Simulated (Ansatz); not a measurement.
A run of Ansatz 0.2.0 is set up as follows.

input.yaml

```yaml
crystal:
  lattice:
    - [3.288, 0.0, 0.0]
    - [-1.644, 2.8474915276, 0.0]
    - [0.0, 0.0, 12.9]
  atoms:
    - { symbol: Mo, position: [0.6666666667, 0.3333333333, 0.75] }
    - { symbol: Mo, position: [0.3333333333, 0.6666666667, 0.25] }
    - { symbol: Se, position: [0.6666666667, 0.3333333333, 0.375] }
    - { symbol: Se, position: [0.3333333333, 0.6666666667, 0.875] }
    - { symbol: Se, position: [0.6666666667, 0.3333333333, 0.125] }
    - { symbol: Se, position: [0.3333333333, 0.6666666667, 0.625] }
hamiltonian:
  xc: pbesol
  pseudopotentials: { kind: paw }
kpoints:
  mp_grid: { grid: [9, 9, 2] }
  band_path:
    path:
      - [[0.0, 0.0, 0.0], [0.5, 0.0, 0.0], [0.3333333333, 0.3333333333, 0.0], [0.0, 0.0, 0.0], [0.0, 0.0, 0.5], [0.5, 0.0, 0.5], [0.3333333333, 0.3333333333, 0.5], [0.0, 0.0, 0.5]]
      - [[0.5, 0.0, 0.5], [0.5, 0.0, 0.0]]
      - [[0.3333333333, 0.3333333333, 0.0], [0.3333333333, 0.3333333333, 0.5]]
    npoints: 14
scf:
  occupations: { method: fermi_dirac, width: 0.05 }
  n_extra_bands: 15
output:
  forces: true
  stress: true
  eigenvalues: true
  fatbands: false
```

Potentials or basis: Ansatz PAW.

Command:

```console
$ ansatz run input.yaml --threads 2 --pin off --max-ram 5632MiB --backend cpu --events-out ev --progress --plain --runs-dir out
```

Task: What does it give for the band gap on the k mesh?

Result: 0.88 eV, indirect (least direct gap 1.38 eV).

Task: Predict the pressure.

Result: 3.2 GPa.

Levels at the corners of the path, in eV from the valence-band top:
| point | band 43 | band 44 | band 45 | band 46 | band 47 | band 48 | band 49 | band 50 |
| --- | --- | --- | --- | --- | --- | --- | --- | --- |
| Γ | -1.83 | -1.11 | -0.87 | 0.00 | 2.41 | 2.41 | 2.46 | 2.46 |
| M | -1.40 | -1.35 | -1.23 | -1.20 | 1.36 | 1.41 | 1.72 | 1.99 |
| K | -2.46 | -2.46 | -0.68 | -0.50 | 0.88 | 0.88 | 1.71 | 2.67 |
| Γ | -1.83 | -1.11 | -0.87 | 0.00 | 2.41 | 2.41 | 2.46 | 2.46 |
| A | -1.85 | -1.85 | -0.20 | -0.20 | 2.42 | 2.42 | 2.42 | 2.42 |
| L | -1.30 | -1.30 | -1.28 | -1.28 | 1.38 | 1.38 | 1.87 | 1.87 |
| H | -2.60 | -2.60 | -0.60 | -0.60 | 0.88 | 0.88 | 2.17 | 2.17 |
| A | -1.85 | -1.85 | -0.20 | -0.20 | 2.42 | 2.42 | 2.42 | 2.42 |
| L | -1.30 | -1.30 | -1.28 | -1.28 | 1.38 | 1.38 | 1.87 | 1.87 |
| M | -1.40 | -1.35 | -1.23 | -1.20 | 1.36 | 1.41 | 1.72 | 1.99 |
| K | -2.46 | -2.46 | -0.68 | -0.50 | 0.88 | 0.88 | 1.71 | 2.67 |
| H | -2.60 | -2.60 | -0.60 | -0.60 | 0.88 | 0.88 | 2.17 | 2.17 |

Caveat: the k mesh misses the band edges, so the gap on the mesh is wider than the one along the path; this functional lacks dispersion, which binds the layers, so the pressure and a relaxed spacing across them are unreliable; the PAW data sets come from PBE, with cores solved anew for the run's functional, which leaves a small shift of forces and pressure.
